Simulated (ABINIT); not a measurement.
# Sn: band structure with WC

Sn:

```
Sn
1.0
     0.00000    3.23334    3.23334
     3.23334    0.00000    3.23334
     3.23334    3.23334    0.00000
Sn
2
Direct
  0.75000 0.75000 0.75000
  0.50000 0.50000 0.50000
```

This isn't the form of Sn at room conditions, which is tetragonal (white tin).

```yaml
Program: ABINIT 10.8.3 (patched build)
Task: band structure
Functional: WC
Potentials_or_basis: JTH PAW PBE v2.0 sp
Cutoff: 408 eV
k_mesh: 7 × 7 × 7
Occupations: fermi-dirac, width 0.05 eV
Spin: no spin polarisation
Fine-grid_cutoff: 816.342 eV
Exchange_and_correlation_inside_the_PAW_spheres: full angular mesh (pawxcdev 0, this build's default; the released program takes 1)
```

The band gap on the k mesh is none (metal or under the smearing width).

Levels at the corners of the path, in eV from the Fermi level:
```
point  band 2  band 3  band 4  band 5  band 6  band 7
    Γ   -0.51    0.15    0.15    0.15    2.23    2.23
    X   -7.53   -2.44   -2.44    0.77    0.77    7.91
    W   -7.47   -3.06   -3.06    3.52    3.52    4.05
    K   -7.04   -3.40   -2.08    1.07    3.42    5.88
    Γ   -0.51    0.15    0.15    0.15    2.23    2.23
    L   -6.31   -1.07   -1.07    0.02    3.27    3.27
    U   -7.04   -3.40   -2.08    1.07    3.42    5.88
    W   -7.47   -3.06   -3.06    3.52    3.52    4.05
    L   -6.31   -1.07   -1.07    0.02    3.27    3.27
    K   -7.04   -3.40   -2.08    1.07    3.42    5.88
```

Run time: 25 s on 1 thread of Arm Neoverse V1, with other jobs on the host, peak memory 0.12 GiB.

Caveat: spin-orbit coupling is left out, which moves the levels of the heavy elements; this set keeps more shells in the core, which shifts pressures and gaps; the atomic spheres overlap.
